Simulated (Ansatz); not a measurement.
# Ti$_{3}$Al$_{5}$: computed properties

Theory: DFT PBEsol, scalar-relativistic, plane waves, PAW (Ansatz 0.2.0).

Plane waves to 420 eV, a k mesh through Γ of 10×10×4 on the computed 8-atom cell and Gaussian smearing (0.10 eV); no spin polarisation.

The structure is relaxed at this level of theory with its symmetry kept. Whether it is the stable form of this composition wasn't checked.

```
Ti Al
1.0
     3.88330    0.00000    0.00000
     0.00000    3.88330    0.00000
     0.00000    0.00000    8.29688
Ti Al
3 5
Direct
  0.00000 0.00000 0.50000
  0.50000 0.50000 0.00000
  0.50000 0.50000 0.50000
  0.00000 0.50000 0.25235
  0.00000 0.50000 0.74765
  0.50000 0.00000 0.25235
  0.50000 0.00000 0.74765
  0.00000 0.00000 0.00000
```

```
Space group                                                       : P4/mmm (No. 123)
Volume per atom                                                   : 15.64 Å³
Formation energy from the elements' standard states (uncorrected) : -0.404 eV/atom
Kohn–Sham band gap                                                : none (metal)
Density of states at the Fermi level                              : 5.76 states/eV per cell
Löwdin character within 0.5 eV of the Fermi level                 : Ti 3d 76 %, Al 3p 16 %
Bulk modulus                                                      : 115 GPa
Its pressure derivative                                           : 4.0
Bader charges (e)                                                 : Ti (1 in the cell) 0.62, Ti (1 in the cell) 0.72, Ti (1 in the cell) 0.60, Al (4 in the cell) -0.42, Al (1 in the cell) -0.25
```